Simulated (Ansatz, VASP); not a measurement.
**Two plane-wave programs on CdS (Hawleyite)**

```
Cd S
1.0
    -0.08573    2.83843    2.95756
     2.84689   -0.03582    2.90764
     2.86506    2.80668   -0.05399
Cd S
1 1
Direct
  0.00441 0.00858 0.99747
  0.23725 0.25595 0.24209
```

Alike in both runs: task single point; functional PBE; k mesh 4 × 4 × 4; no spin polarisation.

|  | VASP | Ansatz |
| --- | --- | --- |
| version | VASP 6.6.1 | Ansatz 0.2.0 |
| potentials or method | VASP PAW PBE potentials, release 64 (Cd, S) | plane waves, PAW |
| plane-wave cutoff (eV) | 520 | 540 |
| occupations | gaussian, width 0.01 eV | fixed |
| valence electrons in the cell | 18 | 26 |

|  | VASP | Ansatz | Ansatz less VASP |
| --- | --- | --- | --- |
| pressure (GPa) | 5.5 | 5.1 | -0.41 |
| largest component of the traceless stress (GPa) | 3.99 | 3.88 | -0.108 |
| rms of the force components (eV/Å) | 0.570 | 0.554 | -0.0163 |

Atom by atom the forces differ by 0.016 eV/Å (rms over components). The two sets of potentials don't hold the same shells in valence. Ansatz warned: «stress_scf_threshold_loose».

Caveats: the k mesh is coarse (spacing up to 0.47 Å⁻¹), so the values aren't converged.
